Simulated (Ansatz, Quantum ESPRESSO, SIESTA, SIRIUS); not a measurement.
**BN: 4 runs at one level of theory**

```
N B
1.0
     2.55394    0.00000    0.00000
    -1.27697    2.21178    0.00000
     0.00000    0.00000    4.22685
N B
2 2
Cartesian
  0.0000 1.4745 0.5295
  1.2770 0.7373 2.6430
  0.0000 1.4745 2.1123
  1.2770 0.7373 4.2257
```

Measurements of this composition are mostly on another form, of space group No. 194.

Alike in all runs: task band structure; functional LDA; k mesh 12 × 12 × 6; occupations fermi-dirac, width 0.05 eV; no spin polarisation; no spin-orbit coupling. LDA stands for any of its common fits. Pressure is positive in compression and, in plane waves, holds the error of the finite cutoff. Gaps are the smaller of the mesh's and the band path's.

```tsv
program and potentials	plane-wave cutoff (eV)	notes	band gap (eV)	pressure (GPa)
Ansatz, all-electron LAPW, scalar-relativistic	-	-	4.98	-13.64
SIESTA, files PseudoDojo sr-lda-0.4.1-standard, DZP (energy shift 0.003 Ry)	-	atomic basis	5.09	-10.56
Quantum ESPRESSO, GBRV 1.5 LDA	612	-	?	?
SIRIUS, all-electron FP-LAPW, apw+lo standard	-	-	4.98	-
```

Estimate from the other rows what the run with Quantum ESPRESSO, GBRV 1.5 LDA gave.

Band gap 4.96 eV; pressure -12.49 GPa. The other rows, which needn't bracket it: band gap 4.98 to 5.09; pressure -13.64 to -10.56.
